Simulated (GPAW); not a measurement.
The system is Al3Cu.

```
CELL_PARAMETERS angstrom
2.77841 0.00000 0.00000
0.00000 2.77841 0.00000
0.00000 0.00000 7.51340
ATOMIC_POSITIONS crystal
Cu 0.00000 0.00000 0.00000
Al 0.50000 0.50000 0.77388
Al 0.50000 0.50000 0.22612
Al 0.00000 0.00000 0.50000
```

The cell comes from a database or a generator and needn't be the stable form of this composition.

```yaml
Program: GPAW 26.7.0
Task: relaxation of cell and atoms
Functional: PBEsol
Dispersion: D3
Potentials_or_basis: PAW data sets generated in the run's folder for this functional
Cutoff: 600 eV
Basis: pw
k_mesh: 8 × 8 × 3
Occupations: fermi-dirac, width 0.05 eV
Spin: no spin polarisation
```

At the start: pressure -1.2 GPa; volume 14.50 Å³/atom.

Question: Where does the relaxation end?

Answer: Over 9 steps the energy falls by 2.4 meV/atom and the volume is 14.37 Å³/atom (-0.9 %); space group P4/mmm (No. 123, to 0.05 Å).

Step by step:
```
step  energy change (eV)  largest force (eV/Å)  pressure (GPa)  volume (Å³)
   1              0.0000                0.1352           -1.24        58.00
   2             -0.0012                0.1229           -1.10        57.93
   3             -0.0069                0.0159            0.30        57.28
   4             -0.0070                0.0055            0.19        57.33
   5             -0.0073                0.0058            0.02        57.41
   6             -0.0084                0.0245           -0.33        57.60
   7             -0.0091                0.0234           -0.41        57.65
   8             -0.0095                0.0031           -0.21        57.56
   9             -0.0096                0.0095           -0.06        57.49
```

Final structure:
```cif
data_structure
_symmetry_space_group_name_H-M 'P 1'
_symmetry_Int_Tables_number 1
_cell_length_a 2.7839
_cell_length_b 2.7839
_cell_length_c 7.4172
_cell_angle_alpha 90.000
_cell_angle_beta 90.000
_cell_angle_gamma 90.000
_cell_volume 57.49
loop_
_atom_site_label
_atom_site_type_symbol
_atom_site_fract_x
_atom_site_fract_y
_atom_site_fract_z
_atom_site_occupancy
Cu1 Cu 0.00000 0.00000 0.00000 1
Al1 Al 0.50000 0.50000 0.77654 1
Al2 Al 0.50000 0.50000 0.22346 1
Al3 Al 0.00000 0.00000 0.50000 1
```

Caveat: with this Cu data set, volumes or pressures lay over 1.5 % or 2 GPa off other programs in two to four cells of ten; later steps reuse the first step's grids; pairwise dispersion overbinds metals, which lowers pressure and volume.
